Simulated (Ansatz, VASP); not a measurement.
## ZnS (Sphalerite) in two plane-wave programs

Wanted: the spread between two codes on one cell, functional and k mesh.

Calculated with Ansatz 0.2.0; plane waves, with VASP 6.6.1 beside it; single point at PBEsol and single point at LDA.

## Step 1: Starting point

The structure is cubic, space group F-43m (No. 216). The conventional cell has a = 5.345 Å, b = 5.345 Å, c = 5.345 Å, α = 90.00°, β = 90.00°, γ = 90.00°. Zn has 4 S at 2.31 Å nearest. Nearest to S lie 4 Zn at 2.31 Å. Farther neighbours and most contacts between anions are not listed.

## Step 2: Ansatz: single point, PBEsol

Ansatz runs on its default PAW (the set named soft_2) files.

A single point gives forces, pressure and levels at one fixed geometry, so differences don't come from the geometry; what else differs is listed under the comparison.

The input, input.yaml:

```yaml
crystal:
  lattice:
    - [0.0, 2.6725, 2.6725]
    - [2.6725, 0.0, 2.6725]
    - [2.6725, 2.6725, 0.0]
  atoms:
    - { symbol: Zn, position: [0.0, 0.0, 0.0] }
    - { symbol: S, position: [0.75, 0.75, 0.75] }
hamiltonian:
  xc: pbesol
  pseudopotentials: { kind: paw }
kpoints:
  mp_grid: { grid: [8, 8, 8] }
scf:
  occupations: { method: gaussian, width: 0.05 }
  n_extra_bands: 4
output:
  forces: true
  stress: true
  eigenvalues: true
```

Command:

```sh
$ ansatz run input.yaml --threads 2 --pin off --max-ram 4608MiB --backend cpu --events-out ev --progress --plain --runs-dir out
```

Numbers of over 12 decimals in the logs are rounded to 6 here.

Output:

```text
scf.n_extra_bands = 4 over 9 filled bands (N_el = 18.0): the run solves 13 bands
Engine: ansatz 0.2.0, aarch64-unknown-linux-gnu
Pseudopotentials: kind: paw
Pseudopotential: Zn, paw, valence charge 12, recommended cutoff 420 eV (normal), Zn.paw.azcp
Pseudopotential: S, paw, valence charge 6, recommended cutoff 420 eV (normal), S.paw.azcp
Functional definition: PBEsol
  exchange = pbesol_x
  correlation = pbesol_c
Crystal: 2 atoms, lattice volume = 38.175 Å³
Basis set: ecut = 420 eV, 725 PW (Γ), exchange–correlation on 54×54×54 points (8 copies of the dense FFT grid, shifted against one another)
Bands: 13, of which v1, the nominal top of the filled ones, is band 9 counted from 1 (8 counted from 0)
Symmetry: 24 space group operations
Space group: F-43m (ITA 216), of the structure as read, at distance tolerance 3.4e-5 Å
k-points: 29 of 512 (time reversal used)
Non-local potential: Zn, projectors of the file, l = 0: 2, l = 1: 2, l = 2: 3, l = 3: 1
Non-local potential: S, projectors of the file, l = 0: 2, l = 1: 2, l = 2: 2
PAW form: soft (Blöchl's): semilocal exchange-correlation on the pseudo side does not see the compensation charge
PAW frozen core: Zn, regenerated for the run's functional, and the local potential with it (the file was generated under x = pbe(κ = 0.804, μ = 0.219515), c = pbe(β = 0.066725))
PAW frozen core: S, regenerated for the run's functional, and the local potential with it (the file was generated under x = pbe(κ = 0.804, μ = 0.219515), c = pbe(β = 0.066725))
PAW one-centre angular grid: Zn, 590 points (default); XC on 64 Gauss nodes
PAW one-centre angular grid: S, 110 points (default); XC on 64 Gauss nodes
Initial density: superposition of atomic densities (neutral atoms: chi_scale 0, normalization atom), corrected by the library's trained network
Initial wavefunctions: pseudopotential atomic-orbital guess
Functional: x = pbesol(κ = 0.804, μ = 0.123457), c = pbesol(β = 0.046)
SCF iter   1: F=—  HF=-4167.444065 eV  |F-HF|=—  |Δ(HF+E_count)|=         —  Δρ=5.56e-3  dr2=1.36e-2  ethr=1.77e-3  ⟨swp⟩=5.3  Hψ=2199  notcnv=0
preconditioner: auto → none  [insulator: Δε(μ)=2.059 eV  Ē_g=12.258 eV  σ=0.050 eV  W_gap=1.00  n_scr=14 (ndim 8)  ℏωp=25.5 eV  f_vac=0.021  D(μ)=0.00/eV (n_scr^D=0)  ε∞_Penn≈5.3]
SCF iter   2: F=—  HF=-4167.439729 eV  |F-HF|=—  |Δ(HF+E_count)|=   4.34e-3  Δρ=8.97e-4  dr2=1.59e-4  ethr=7.56e-5  ⟨swp⟩=2.9  Hψ=978  notcnv=0
SCF iter   3: F=—  HF=-4167.439766 eV  |F-HF|=—  |Δ(HF+E_count)|=   3.65e-5  Δρ=7.83e-4  dr2=1.26e-4  ethr=8.84e-7  ⟨swp⟩=2.0  Hψ=613  notcnv=0
SCF iter   4: F=—  HF=-4167.439770 eV  |F-HF|=—  |Δ(HF+E_count)|=   4.80e-6  Δρ=2.40e-4  dr2=1.66e-5  ethr=7.00e-7  ⟨swp⟩=2.0  Hψ=602  notcnv=0
SCF iter   5: F=—  HF=-4167.439774 eV  |F-HF|=—  |Δ(HF+E_count)|=   3.75e-6  Δρ=4.06e-5  dr2=3.90e-7  ethr=9.25e-8  ⟨swp⟩=2.0  Hψ=608  notcnv=0
SCF iter   6: F=-4167.439774 eV  HF=-4167.439774 eV  |F-HF|=5.46e-9  |Δ(HF+E_count)|=   1.77e-7  Δρ=4.51e-6  dr2=4.04e-9  ethr=5.56e-10  ⟨swp⟩=5.8  Hψ=1889  notcnv=0
SCF 1 converged in 6 iterations: F = -4167.439774 eV  dr2 = 4.04e-9
  greatest PAW one-centre occupation: 0.983 electrons in one spin orbital (limit 2), on the Zn atom at site 0 (counted from 0), in its partial waves of l = 2
SCF converged after 6 iterations
Free energy (F): -4167.439774 eV
Harris-Foulkes:  -4167.439774 eV  (|F-HF|=5.46e-9)
Internal energy: -4167.439774 eV  (E = F + TS)
E sigma→0 (E₀):  -4167.439774 eV
Fermi energy:    7.180537 eV
--- Per-component energies (eV) ---
  E_band       = 8.433532
  E_kinetic    = 238.821696
  E_local      = -2020.110073  (includes V_loc(G=0)·N_el)
  E_nonlocal   = 643.785778
  E_hartree    = 843.579956
  E_xc         = -232.239993
  E_vxc        = -140.479027  (∫ρ·V_xc dr)
  E_paw        = -2374.921535  (= ΣΔE_a)
  E_vpaw       = -400.744313  (= ΣTr[D̂ρ^β])
  E_aug_tail   = -0.000370  (compensation charges beyond the density's cutoff)
  E_ewald      = -1267.214538
  E_core_change = 0.859304  (= ΣΔE_core)
  E_smearing   = -0.000000  (= −TS)
  E_closure    = 0.000000  (closes the sum)
  Σ components = -4167.439774   (vs F -4167.439774, Δ=0.00e0)
--- Forces (eV/Å), atoms counted from 1 ---
  atom   1  Zn    -0.00000000     0.00000000    -0.00000000
  atom   2  S      0.00000000    -0.00000000     0.00000000
  max |Σ_I F_I| component: 2.54e-17 eV/Å
--- Stress (GPa, compression-positive) ---
        0.515869      -0.000000      -0.000000
        0.000000       0.515869       0.000000
       -0.000000       0.000000       0.515869
  P = ⅓ Tr σ = 0.5159 GPa (5.159 kbar)
--- Band table (eV; the first three rows and the last of 29) ---
  k-point 0: bands = [... 5 lower, 0.1501, 6.1233, 6.1233, 6.1233, 8.2365, 12.3693, 12.3693, 12.3693]
  k-point 1: bands = [... 5 lower, 0.1480, 4.9594, 5.9644, 5.9644, 9.0713, 12.2902, 12.6348, 12.6348]
  k-point 2: bands = [... 5 lower, 0.1513, 3.1703, 5.6207, 5.6207, 9.5722, 12.9946, 13.0139, 13.0139]
  k-point 28: bands = [... 5 lower, 0.5884, 1.3259, 3.1575, 3.2367, 11.6631, 12.2423, 13.9163, 14.1414]
```

Run time: 1.7 s. Hardware: 2 threads of Arm Neoverse N1, shared host; peak memory 0.28 GiB.

Reading the cycles: dr2 is the Hartree energy of the density residual (eV), the measure of convergence; HF is the Harris–Foulkes estimate of the energy, which meets the free energy F at convergence.

The run ends at a pressure of 0.52 GPa.

## Step 3: VASP: single point, PBEsol

The same cell, functional, mesh and smearing now go to VASP, with its own data sets and cutoff.

Lines of VASP's logs that name or quote its potential files are left out, and so is its time.

The input, INCAR:

```
SYSTEM = ZnS
PREC = Accurate
ENCUT = 400
EDIFF = 1E-05
NELM = 100
ISMEAR = 0
SIGMA = 0.05
LREAL = .FALSE.
ALGO = Normal
GGA = PS
NBANDS = 15
LORBIT = 11
LWAVE = .FALSE.
LCHARG = .FALSE.
KPAR = 4
```

The input, POSCAR:

```
ZnS
1.0
    0.0000000000      2.6725000000      2.6725000000
    2.6725000000      0.0000000000      2.6725000000
    2.6725000000      2.6725000000      0.0000000000
Zn S
1 1
Direct
    0.0000000000      0.0000000000      0.0000000000
    0.7500000000      0.7500000000      0.7500000000
```

The input, KPOINTS:

```
Automatic mesh
0
Gamma
8 8 8
0 0 0
```

PAW data sets: Zn and S (PBE family, release 64).

Command:

```sh
$ mpirun -np 4 vasp_std
```

Output:

```text
[banner, memory and clock lines left out]
running    4 mpi-ranks, on    1 nodes
 distrk:  each k-point on    1 cores,    4 groups
 distr:  one band on    1 cores,    1 groups

 POSCAR found type information on POSCAR ZnS
 POSCAR found :  2 types and       2 ions
|                                                                             |
|               ----> ADVICE to this user running VASP <----                  |
|                                                                             |
|     You enforced a specific xc type in the INCAR file but a different       |
|     [... a line on the potential file left out ...]
|     I HOPE YOU KNOW WHAT YOU ARE DOING!                                     |
|                                                                             |

 LDA part: xc-table for (Slater+PW92), standard interpolation
 POSCAR, INCAR and KPOINTS ok, starting setup
 FFT: planning ... GRIDC
 FFT: planning ... GRID_SOFT
 FFT: planning ... GRID
 WAVECAR not read
 entering main loop
       N       E                     dE             d eps       ncg     rms          rms(c)
DAV:   1     0.787250709441E+02    0.78725E+02   -0.78383E+03   870   0.121E+03
DAV:   2    -0.298616876212E+01   -0.81711E+02   -0.77626E+02   975   0.237E+02
DAV:   3    -0.794267363951E+01   -0.49565E+01   -0.49401E+01  1080   0.609E+01
DAV:   4    -0.799455829841E+01   -0.51885E-01   -0.51873E-01  1059   0.653E+00
DAV:   5    -0.799521255614E+01   -0.65426E-03   -0.65424E-03  1073   0.707E-01    0.710E+00
DAV:   6    -0.760818444984E+01    0.38703E+00   -0.84770E-01  1222   0.350E+01    0.552E+00
DAV:   7    -0.758830258288E+01    0.19882E-01   -0.25888E-01   982   0.531E+00    0.267E+00
DAV:   8    -0.758503375989E+01    0.32688E-02   -0.54042E-03  1180   0.994E-01    0.642E-01
DAV:   9    -0.758483051746E+01    0.20324E-03   -0.10372E-03  1052   0.286E-01    0.919E-02
DAV:  10    -0.758491120631E+01   -0.80689E-04   -0.16035E-04  1074   0.982E-02    0.264E-02
DAV:  11    -0.758490401690E+01    0.71894E-05   -0.27163E-05   932   0.435E-02
   1 F= -.75849040E+01 E0= -.75849040E+01  d E =-.921090E-14
```

Parts of OUTCAR (step 3):

```text
ion  position               nearest neighbor table
   1  0.000  0.000  0.000-   2 2.31   2 2.31   2 2.31   2 2.31
   2  0.750  0.750  0.750-   1 2.31   1 2.31   1 2.31   1 2.31

  LATTYP: Found a face centered cubic cell.
 ALAT       =     5.3450000000

 Subroutine GETGRP returns: Found 24 space group operations
 (whereof 24 operations were pure point group operations)

The static configuration has the point symmetry T_d .

 Found     29 irreducible k-points:

   k-points           NKPTS =     29   k-points in BZ     NKDIM =     29   number of bands    NBANDS=     15

   dimension x,y,z NGX =    28 NGY =   28 NGZ =   28
   dimension x,y,z NGXF=    56 NGYF=   56 NGZF=   56

   ENCUT  =  400.0 eV  29.40 Ry    5.42 a.u.   6.16  6.16  6.16*2*pi/ulx,y,z

   NELECT =      18.0000    total number of electrons

 k-points in reciprocal lattice and weights: Automatic mesh
   0.00000000  0.00000000  0.00000000       0.002
   0.12500000  0.00000000  0.00000000       0.016
   0.25000000  0.00000000  0.00000000       0.016
   0.37500000  0.00000000  0.00000000       0.016
   0.50000000  0.00000000  0.00000000       0.008
   0.12500000  0.12500000  0.00000000       0.012
   0.25000000  0.12500000  0.00000000       0.047
   0.37500000  0.12500000  0.00000000       0.047
   0.50000000  0.12500000  0.00000000       0.047
[...]
-0.37500000  0.50000000  0.12500000       0.023
  -0.25000000  0.50000000  0.25000000       0.012

 average (electrostatic) potential at core
       1 -35.8522       2 -88.4546

 E-fermi :   2.5708

 k-point     1 :       0.0000    0.0000    0.0000
  band No.  band energies     occupation
    ...
      5      -3.6421      2.00000
      6      -3.6421      2.00000
      7       2.3278      2.00000
      8       2.3278      2.00000
      9       2.3278      2.00000
     10       4.4464      0.00000
     11       8.6086      0.00000
     12       8.6087      0.00000
     13       8.6087      0.00000
     14      14.1017      0.00000
    ...

 k-point     2 :       0.1250    0.0000    0.0000
  band No.  band energies     occupation
    ...
      5      -3.6441      2.00000
      6      -3.6441      2.00000
      7       1.1622      2.00000
      8       2.1687      2.00000
      9       2.1687      2.00000
     10       5.2822      0.00000
     11       8.5272      0.00000
     12       8.8761      0.00000
     13       8.8761      0.00000
     14      13.4591      0.00000
    ...

 k-point     3 :       0.2500    0.0000    0.0000
  band No.  band energies     occupation
    ...
      5      -3.6406      2.00000
      6      -3.6406      2.00000
      7      -0.6280      2.00000
      8       1.8248      2.00000
      9       1.8248      2.00000
     10       5.7836      0.00000
     11       9.2296      0.00000
     12       9.2574      0.00000
     13       9.2574      0.00000
     14      13.2491      0.00000
    ...

  Total        0.1038093      0.1038093      0.1038093      0.0000000      0.0000000      0.0000000
  in kB        4.3567617      4.3567617      4.3567617      0.0000000      0.0000000      0.0000000
  external PRESSURE =       4.3567617 kB  Pullay stress =       0.0000000 kB

  energy-cutoff  :      400.00
  volume of cell :       38.18
      direct lattice vectors                 reciprocal lattice vectors
     0.000000000  2.672500000  2.672500000    -0.187090739  0.187090739  0.187090739
     2.672500000  0.000000000  2.672500000     0.187090739 -0.187090739  0.187090739
     2.672500000  2.672500000  0.000000000     0.187090739  0.187090739 -0.187090739

 POSITION                                       TOTAL-FORCE (eV/Angst)
 -----------------------------------------------------------------------------------
      0.00000      0.00000      0.00000         0.000000      0.000000      0.000000
      4.00875      4.00875      4.00875        -0.000000     -0.000000     -0.000000
 -----------------------------------------------------------------------------------
    total drift:                               -0.000002     -0.000002     -0.000002

  FREE ENERGIE OF THE ION-ELECTRON SYSTEM (eV)
  ---------------------------------------------------
  free  energy   TOTEN  =        -7.5849040169 eV

  energy  without entropy=       -7.5849040169  energy(sigma->0) =       -7.58490402

 total charge
# of ion       s       p       d       tot
------------------------------------------
    1        0.535   0.511   9.801  10.847
    2        1.308   2.425   0.000   3.733
--------------------------------------------------
tot          1.843   2.936   9.801  14.580

[... 3 further parts left out ...]
```

The run ends at a pressure of 0.44 GPa.

## Step 4: Differences

Known differences besides the potentials themselves: the cutoff is 420 eV in Ansatz and 400 eV in VASP; Ansatz makes its cores anew for this functional, VASP keeps those of its PBE data sets; VASP leaves aspherical gradient terms in its spheres out (LASPH is not set), Ansatz keeps them. Total energies have different zeros and are not compared.

Both answers:

| quantity | Ansatz | VASP | difference |
| --- | --- | --- | --- |
| pressure (GPa) | 0.52 | 0.44 | +0.08 |
| pressure without Ansatz's Pulay correction (GPa) | 0.45 | 0.44 | +0.02 |
| gap on the k mesh (eV) | 2.113 | 2.119 | -0.005 |

A gap on the mesh is an upper bound, since the band edges may lie between its points. Ansatz's pressure holds a Pulay correction of 0.06 GPa; VASP's holds none.

## Step 5: Ansatz: single point, LDA, volume scaled by 1.015

A single point gives forces, pressure and levels at one fixed geometry, so differences don't come from the geometry; what else differs is listed under the comparison. The cell compared in this pair holds 37.82 Å³, against 38.18 Å³ for the pair before.

The cell is a member of a volume series, scaled by 1.015 from a relaxed one, so a pressure remains.

input.yaml, the sections that differ from step 2:

```yaml
crystal:
  lattice:
    - [0.0, 2.66415715, 2.66415715]
    - [2.66415715, 0.0, 2.66415715]
    - [2.66415715, 2.66415715, 0.0]
  atoms:
    - { symbol: Zn, position: [0.0, 0.0, 0.0] }
    - { symbol: S, position: [0.75, 0.75, 0.75] }
hamiltonian:
  xc: lda
  pseudopotentials: { kind: paw }
scf:
  occupations: { method: gaussian, width: 0.03 }
  n_extra_bands: 4
# kpoints, output: as in step 2
```

Command:

```sh
$ ansatz run input.yaml --threads 2 --pin off --max-ram 4608MiB --backend cpu --events-out ev --progress --plain --runs-dir out
```

Output:

```text
[...]
Crystal: 2 atoms, lattice volume = 37.819 Å³
Basis set: ecut = 420 eV, 725 PW (Γ)
Bands: 13, of which v1, the nominal top of the filled ones, is band 9 counted from 1 (8 counted from 0)
Symmetry: 24 space group operations
[...]
k-points: 29 of 512 (time reversal used)
[...]
--- Band table (eV; the first three rows and the last of 29) ---
  k-point 0: bands = [... 5 lower, -0.0588, 6.0706, 6.0706, 6.0706, 8.1157, 12.2581, 12.2581, 12.2581]
  k-point 1: bands = [... 5 lower, -0.0608, 4.8789, 5.9084, 5.9084, 8.9629, 12.1804, 12.5267, 12.5267]
  k-point 2: bands = [... 5 lower, -0.0575, 3.0613, 5.5588, 5.5588, 9.4512, 12.8994, 12.9122, 12.9122]
  k-point 28: bands = [... 5 lower, 0.3963, 1.1856, 3.0564, 3.1312, 11.5799, 12.1487, 13.8194, 14.0402]
[key lines of the parts left out:]
SCF converged after 6 iterations
Free energy (F): -4117.435885 eV
Fermi energy:    7.093392 eV
P = ⅓ Tr σ = -1.4834 GPa (-14.834 kbar)
```

Wall time 1.6 s (2 threads); peak memory 0.27 GiB; 2.8 s of CPU time.

The run ends at a pressure of -1.48 GPa.

## Step 6: VASP: single point, LDA, volume scaled by 1.015

The same cell, functional (in two slightly different forms), mesh and smearing now go to VASP, with its own data sets and cutoff.

The input asks for a relaxation, which ended at its first step since no free force or stress exceeded the threshold; so it serves as a single point.

The input, INCAR:

```
SYSTEM = ZnS
PREC = Accurate
ENCUT = 500
EDIFF = 1E-06
NELM = 100
ISMEAR = 0
SIGMA = 0.03
LREAL = .FALSE.
ALGO = Normal
GGA = CA
NBANDS = 15
LORBIT = 11
LWAVE = .FALSE.
LCHARG = .FALSE.
KPAR = 4
IBRION = 2
NSW = 30
ISIF = 4
EDIFFG = -0.01
```

The input, POSCAR:

```
ZnS
1.0
    0.0000000000      2.6641571465      2.6641571465
    2.6641571465      0.0000000000      2.6641571465
    2.6641571465      2.6641571465      0.0000000000
Zn S
1 1
Direct
    0.0000000000      0.0000000000      0.0000000000
    0.7500000000      0.7500000000      0.7500000000
```

KPOINTS is that of step 3.

Potentials, in the order of the species: Zn and S (LDA family, release 64).

Command:

```sh
$ mpirun -np 4 vasp_std
```

Output:

```text
[banner, memory and clock lines left out]
running    4 mpi-ranks, on    1 nodes
[...]
LDA part: xc-table for (Slater(with rela. corr.)+CA(PZ))
 , standard interpolation
 POSCAR, INCAR and KPOINTS ok, starting setup
[...]
entering main loop
       N       E                     dE             d eps       ncg     rms          rms(c)
DAV:   1     0.838641828214E+02    0.83864E+02   -0.89802E+03   870   0.141E+03
DAV:   2    -0.295116119439E+01   -0.86815E+02   -0.81581E+02   975   0.260E+02
DAV:   3    -0.857560471385E+01   -0.56244E+01   -0.55955E+01  1052   0.664E+01
DAV:   4    -0.863867226456E+01   -0.63068E-01   -0.63047E-01  1066   0.713E+00
[...]
DAV:  10    -0.820543557032E+01   -0.15645E-04   -0.80947E-05  1108   0.803E-02    0.167E-02
DAV:  11    -0.820543241634E+01    0.31540E-05   -0.90047E-06  1361   0.614E-02    0.368E-03
DAV:  12    -0.820543253806E+01   -0.12172E-06   -0.11316E-06   646   0.919E-03
   1 F= -.82054325E+01 E0= -.82054325E+01  d E =-.820543E+01
[...]
reached required accuracy - stopping structural energy minimisation
```

From OUTCAR (step 6):

```text
  Total       -0.2980681     -0.2980681     -0.2980681      0.0000000     -0.0000000      0.0000000
  in kB      -12.6274775    -12.6274775    -12.6274775      0.0000000     -0.0000000      0.0000000
  external PRESSURE =     -12.6274775 kB  Pullay stress =       0.0000000 kB

 POSITION                                       TOTAL-FORCE (eV/Angst)
 -----------------------------------------------------------------------------------
      0.00000      0.00000      0.00000        -0.000000      0.000000     -0.000000
      3.99624      3.99624      3.99624         0.000000     -0.000000      0.000000
 -----------------------------------------------------------------------------------
    total drift:                               -0.000001     -0.000001     -0.000001

  FREE ENERGIE OF THE ION-ELECTRON SYSTEM (eV)
  ---------------------------------------------------
  free  energy   TOTEN  =        -8.2054325381 eV

  energy  without entropy=       -8.2054325381  energy(sigma->0) =       -8.20543254

 reached required accuracy - stopping structural energy minimisation

[... 1 part as in an earlier step ...]

[... 2 further parts left out ...]
[key lines of the parts left out:]
E-fermi :   2.4849
```

(Continued in part 2 of 2.)

[Lines on the potential files, build, host, timing and source positions are cut from VASP's logs without a mark.]

[Logs are printed without paths, hosts, clocks, repeated set-up lines and the standing remarks that a program may print on its own settings, such as how far it seeks lower states.]

[Hosts, paths, dates, database ids (printed as entryN), source tags and the programs' standing remarks are cut or masked in the printed files.]
